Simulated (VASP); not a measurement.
Set up this calculation in VASP 6.6.1, as the native input.

| Quantity | Value |
| --- | --- |
| Task | relaxation of cell and atoms |
| Functional | LDA |
| Potentials or basis | VASP PAW LDA potentials, release 64 (Ti_sv) |
| Cutoff | 600 eV |
| k mesh | 6 × 6 × 8 |
| Occupations | fermi-dirac, width 0.05 eV |
| Spin | no spin polarisation |
| Ladder | gaps |
| Further INCAR settings | ALGO = Fast; EDIFF = 1e-06; IBRION = 2; EDIFFG = -0.02; NSW = 40; ISIF = 3 |

The structure of Ti lies in POSCAR:

```
Ti
1.0
    4.5673748306      0.0000000000      0.0000000000
   -2.2836874153      3.9554626319      0.0000000000
    0.0000000000      0.0000000000      2.8262442700
Ti
3
Direct
    0.6666666667      0.3333333333      0.5000000000
    0.3333333333      0.6666666667      0.5000000000
    0.0000000000      0.0000000000      0.0000000000
```

This isn't the form of Ti at room conditions, which is hcp.

These files were run (other wordings do the same):

INCAR

```
SYSTEM = Ti
ALGO = Fast
EDIFF = 1E-6
EDIFFG = -0.02
ENCUT = 600
GGA = CA
IBRION = 2
ISIF = 3
ISMEAR = -1
LASPH = .True.
LCHARG = .False.
LREAL = .False.
LWAVE = .False.
NELM = 80
NSW = 40
PREC = Accurate
SIGMA = 0.05
```

KPOINTS

```
k-points
0
Gamma
  6 6 8
  0 0 0
```

Potentials or basis: VASP PAW LDA potentials, release 64 (Ti_sv).

Command:

```bash
$ cat potpaw_LDA.64/Ti_sv/POTCAR > POTCAR
$ mpirun -np 1 vasp_std > vasp.out
```

It gave:

The relaxed volume is 15.82 Å³/atom and the relaxed cell is a = 4.450 Å, b = 4.450 Å, c = 2.768 Å, α = 90.00°, β = 90.00°, γ = 120.00°. The space group after relaxing (to 0.05 Å) is P6/mmm (No. 191). The energy gained by relaxing is 30.7 meV/atom, the ionic steps are 7 and the pressure after relaxing is 0.1 GPa. The band gap on the k mesh is none (metal or under the smearing width).

Run time: 6.5 min on 1 thread of AMD EPYC 9R45 (Zen 5), with other jobs on the host, peak memory 0.15 GiB.
